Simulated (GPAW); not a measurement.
MoS2: band structure with PBEsol+U

The system is MoS2, a slab with vacuum.

```
Mo S
1.0
     3.18413    0.00000    0.00000
    -1.59206    2.75753    0.00000
     0.00000    0.00000   17.33460
Mo S
1 2
Direct
  0.00000 0.00000 0.00000
  0.33333 0.66667 0.91051
  0.33333 0.66667 0.08949
```

```yaml
Program: GPAW 26.7.0
Task: band structure
Functional: PBEsol
Potentials_or_basis: PAW data sets generated in the run's folder for this functional
Cutoff: 600 eV
Basis: pw
k_mesh: 8 × 8 × 2
Occupations: fermi-dirac, width 0.05 eV
Spin: no spin polarisation
Hubbard_terms: Mo d U = 1 eV
Maxiter: 150
Band_path: GMKGALHA,LM,KH
Band_points: 80
```

```
Largest force           : 0.134 eV/Å
Band gap on the k mesh  : 1.75 eV, indirect (least direct gap 1.93 eV)
Band gap along the path : 1.56 eV, indirect (least direct gap 1.61 eV)
```

Forces on the atoms (eV/Å):
```
Mo   0.000  0.000  0.000
S    0.000  0.000  0.134
S    0.000  0.000 -0.134
```

Stress tensor (GPa, compression positive):
```
-1.48  0.00  0.00
 0.00 -1.48  0.00
 0.00  0.00 -0.47
```

Levels at the corners of the path, in eV from the valence-band top:
```tsv
point	band 11	band 12	band 13	band 14	band 15	band 16
Γ	-1.52	-1.52	0.00	2.76	2.76	3.04
M	-1.82	-1.01	-0.67	2.19	2.69	3.86
K	-2.89	-2.09	-0.05	1.56	3.08	3.54
Γ	-1.52	-1.52	0.00	2.76	2.76	3.04
A	-1.52	-1.52	0.00	2.76	2.76	3.04
L	-1.82	-1.01	-0.67	2.19	2.69	3.86
H	-2.89	-2.09	-0.05	1.56	3.08	3.54
A	-1.52	-1.52	0.00	2.76	2.76	3.04
L	-1.82	-1.01	-0.67	2.19	2.69	3.86
M	-1.82	-1.01	-0.67	2.19	2.69	3.86
K	-2.89	-2.09	-0.05	1.56	3.08	3.54
H	-2.89	-2.09	-0.05	1.56	3.08	3.54
```

Wall time 6.4 min on 1 thread of Intel(R) Xeon(R) Processor @ 2.50GHz (Skylake/Cascade Lake), on a shared host, peak memory 0.68 GiB.
